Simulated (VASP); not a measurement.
## BaS: single point with RPBE+D4

**Measured values to compare with.**

From a printed reference work, monograph, original work of 1988, for a bulk crystal of BaS at 2 K: band gap 3.806 eV (indirect).

Crystal: BaS.

```
CELL_PARAMETERS angstrom
0.00000 3.20551 3.20551
3.20551 0.00000 3.20551
3.20551 3.20551 0.00000
ATOMIC_POSITIONS crystal
Ba 0.00000 0.00000 0.00000
S 0.50000 0.50000 0.50000
```

| Property | Result |
| --- | --- |
| Program | VASP 6.6.1 |
| Task | single point |
| Functional | RPBE |
| Dispersion | D4 |
| Potentials or basis | VASP PAW PBE potentials, release 64 (Ba_sv, S) |
| Cutoff | 520 eV |
| k mesh | 7 × 7 × 7 |
| Occupations | fermi-dirac, width 0.05 eV |
| Spin | no spin polarisation |
| Dipole correction | no |
| Further INCAR settings | ALGO = Normal; EDIFF = 1e-07; NBANDS = 15 |

```json
{
 "Pressure": "0.6 GPa",
 "Band gap on the k mesh": "2.33 eV, indirect (least direct gap 2.48 eV)",
 "Dispersion energy per atom": "-0.387 eV"
}
```

Levels at points of the mesh, in eV from the valence-band top:
```csv
k point,band 5,band 6,band 7,band 8,band 9,band 10,band 11,band 12
"(0.00, 0.00, 0.00)",-10.33,0.00,0.00,0.00,3.78,3.97,3.97,3.97
```

It took 21 s on 1 thread of Intel(R) Xeon(R) Platinum 8259CL CPU @ 2.50GHz (Skylake/Cascade Lake), on a shared host, peak memory 0.21 GiB.

Measured gap of BaS: 3.806 eV (indirect; 2 K; a printed reference work, monograph, original work of 1988). This calculation gives 2.33 eV (-1.48 eV). Spin-orbit coupling on Ba is left out. The value is that of RPBE+D4 on a finite k mesh, which can miss the band edges, without temperature or zero-point motion. Semilocal functionals fall short of measured gaps as a rule.

Caveat: the PAW data sets were made with another functional, which shifts forces and pressure a little; spin-orbit coupling is left out, which moves the levels of the heavy elements.
